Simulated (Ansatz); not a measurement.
Crystal: Rh.

```
CELL_PARAMETERS angstrom
0.00000 1.89785 1.89785
1.89785 0.00000 1.89785
1.89785 1.89785 0.00000
ATOMIC_POSITIONS crystal
Rh 0.00000 0.00000 0.00000
```

* Program: Ansatz 0.2.0
* Task: relaxation of cell and atoms
* Functional: PBEsol
* Potentials or basis: all-electron LAPW, scalar-relativistic
* Basis error allowed: 0.001 eV/atom
* k mesh: 12 × 12 × 12
* Occupations: fermi-dirac, width 0.05 eV
* Spin: no spin polarisation

At the start: volume 13.67 Å³/atom.

**Question.** Where does the relaxation end?

**Answer.** Over 5 steps the energy falls by 2.1 meV/atom and the volume is 13.49 Å³/atom (-1.3 %); space group Fm-3m (No. 225, to 0.05 Å).

Step by step:
```tsv
step	energy change (eV)	largest force (eV/Å)	volume (Å³)
1	0.0000	0.0000	13.67
2	-0.0006	0.0000	13.35
3	-0.0021	0.0000	13.50
4	-0.0021	0.0000	13.49
5	-0.0021	0.0000	13.49
```

Final structure:
```xyz
1
Lattice="0.0000 1.8896 1.8896 1.8896 0.0000 1.8896 1.8896 1.8896 0.0000" Properties=species:S:1:pos:R:3 pbc="T T T"
Rh    0.0000    0.0000    0.0000
```
